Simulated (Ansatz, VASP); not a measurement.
# Two plane-wave programs on MgTe

Contents of INCAR:

```
ALGO     = Normal         # electronic algorithm
EDIFF    = 1E-7           # SCF threshold, eV
ENCUT    = 520            # plane-wave cutoff, eV
GGA      = PE             # functional
ISIF     = 2              # what is computed and relaxed
ISMEAR   = -1             # smearing method
LASPH    = T              # aspherical terms in the spheres
LCHARG   = F              # write CHGCAR
LREAL    = F              # projectors in reciprocal space
LWAVE    = F              # write WAVECAR
NBANDS   = 11             # bands
NELM     = 60             # most SCF steps
PREC     = Accurate       # precision mode
SIGMA    = 0.05           # smearing width, eV
```

Contents of KPOINTS:

```
k-points
0
Gamma
  7 7 7
```

File POSCAR:

```
MgTe
1.0
    0.0000000000      3.1883178095      3.1883178095
    3.1883178095      0.0000000000      3.1883178095
    3.1883178095      3.1883178095      0.0000000000
Te Mg
1 1
Direct
    0.2500000000      0.2500000000      0.2500000000
    0.0000000000      0.0000000000      0.0000000000
```

File input.yaml:

```yaml
crystal:
  lattice:
    - [0.0, 3.1883178095, 3.1883178095]
    - [3.1883178095, 0.0, 3.1883178095]
    - [3.1883178095, 3.1883178095, 0.0]
  atoms:
    - { symbol: Te, position: [0.25, 0.25, 0.25] }
    - { symbol: Mg, position: [0.0, 0.0, 0.0] }
hamiltonian:
  xc: pbe
  pseudopotentials: { kind: paw }
kpoints:
  mp_grid: { grid: [7, 7, 7] }
scf:
  occupations: { method: fermi_dirac, width: 0.05 }
output:
  forces: true
  stress: true
  eigenvalues: true
```

Change from the starting cell: volume scaled by 0.96.

Alike in both runs: task single point; functional PBE; k mesh 7 × 7 × 7; occupations fermi-dirac, width 0.05 eV; no spin polarisation.

|  | VASP | Ansatz |
| --- | --- | --- |
| version | VASP 6.6.1 | Ansatz 0.2.0 |
| potentials or method | VASP PAW PBE potentials, release 64 (Te, Mg) | Ansatz PAW |
| plane-wave cutoff (eV) | 520 | 420 |
| valence electrons in the cell | 8 | 26 |

|  | VASP | Ansatz | Ansatz less VASP |
| --- | --- | --- | --- |
| gap on the k mesh at the Fermi level (eV) | 2.60 | 2.60 | +0.009 |
| least direct gap on the mesh (eV) | 2.60 | 2.60 | +0.009 |
| pressure (GPa) | 2.4 | 2.4 | 0.00 |

The two sets of potentials don't hold the same shells in valence.

Caveats: spin-orbit coupling is left out, which moves the levels of the heavy elements; an odd mesh through Γ misses points on the zone boundary, where band edges often lie (VASP); odd divisions of the mesh miss points on the zone boundary, where band edges often lie, so the gap on the mesh can be too wide (Ansatz).
